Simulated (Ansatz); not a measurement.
Two isomers of C3H4N2: A = `C=NC1C=N1`, B = `c1c[nH]cn1`.

Gas-phase electronic energies from Ansatz, PBE0-D4/def2-TZVP geometries. CCSD(T)/CBS adds triple-zeta CCSD(T) − MP2 to the extrapolated MP2 energy (def2 sets, frozen cores). This one scheme is used for every species. Functionals use def2-TZVPP. B3LYP here is the variant with VWN-RPA as its local correlation; programs differ in this. Each species was taken in one conformer, which may not be the lowest.

Which is lower in electronic energy at CCSD(T)/CBS, and by how much? (Best estimate.)

The calculation gave: B, by 63.3 kcal/mol.

Give E(B) − E(A) in kcal/mol with BLYP-D4, CCSD(T)/def2-SVP, CCSD(T)/def2-TZVPP, ωB97M-V, B2PLYP, HF/def2-TZVPP, B3LYP-D4. (Estimate.)

The calculation gave: BLYP-D4 -61.4, CCSD(T)/def2-SVP -62.1, CCSD(T)/def2-TZVPP -62.1, ωB97M-V -64.6, B2PLYP -64.5, HF/def2-TZVPP -62.3, B3LYP-D4 -64.5. None reverses the order clearly.

Does the order hold for the free energy at 298.15 K (harmonic terms from PBE0-D4)? (Best estimate.)

Computed: Yes: G(B) − G(A) = -59.6 kcal/mol, for one conformer each.

Largest T1 diagnostic: 0.013.

From PBE to PBE0 (25 % exact exchange), in def2-TZVPP and without D4, E(B) − E(A) moves by −3.0 kcal/mol. At CCSD(T), def2-SVP lies +1.2 kcal/mol from the extrapolated value and def2-TZVPP +1.3 kcal/mol.
